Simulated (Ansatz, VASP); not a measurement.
Cu in VASP and in Ansatz

File INCAR:

```
SYSTEM = Cu
ALGO = Normal
EDIFF = 1E-6
ENCUT = 520
GGA = PE
ISIF = 2
ISMEAR = -1
LASPH = .True.
LCHARG = .False.
LREAL = .False.
LWAVE = .False.
NBANDS = 18
NELM = 80
PREC = Accurate
SIGMA = 0.1
```

Contents of KPOINTS:

```
k-points
0
Gamma
  16 16 9
  0 0 0
```

The input POSCAR:

```
Cu
1.0
    2.4958107847      0.0000000000      0.0000000000
   -1.2479053923      2.1614355426      0.0000000000
    0.0000000000      0.0000000000      4.0866545307
Cu
2
Direct
    0.3333333333      0.6666666667      0.2500000000
    0.6666666667      0.3333333333      0.7500000000
```

Input for Ansatz:

```yaml
crystal:
  lattice:
    - [2.4958107847, 0.0, 0.0]
    - [-1.2479053923, 2.1614355426, 0.0]
    - [0.0, 0.0, 4.0866545307]
  atoms:
    - { symbol: Cu, position: [0.3333333333, 0.6666666667, 0.25] }
    - { symbol: Cu, position: [0.6666666667, 0.3333333333, 0.75] }
hamiltonian:
  xc: pbe
  pseudopotentials:
    kind: paw
    azcp:
      Cu: "pseudopotentials/Cu.paw.azcp"
basis:
  ecutwfc: 420
  fft_grid_basis: typed
kpoints:
  mp_grid: { grid: [16, 16, 9], shift: [0, 0, 0] }
magnetization:
  spin_polarized: false
scf:
  occupations: { method: fermi_dirac, width: 0.1 }
  lower_state_search: "off"
output:
  stress: true
```

Alike in both runs: task single point; functional PBE; k mesh 16 × 16 × 9; occupations fermi-dirac, width 0.1 eV; no spin polarisation.

```csv
,VASP,Ansatz
version,VASP 6.6.1,Ansatz 0.2.0
potentials or method,"VASP PAW PBE potentials, release 64 (Cu)","plane waves (420 eV) with PAW, scalar-relativistic"
plane-wave cutoff (eV),520,420
valence electrons in the cell,22,38
```

```tsv
	VASP	Ansatz	Ansatz less VASP
pressure (GPa)	14.7	14.2	-0.51
largest component of the traceless stress (GPa)	0.19	0.15	-0.036
```

The two sets of potentials don't hold the same shells in valence.
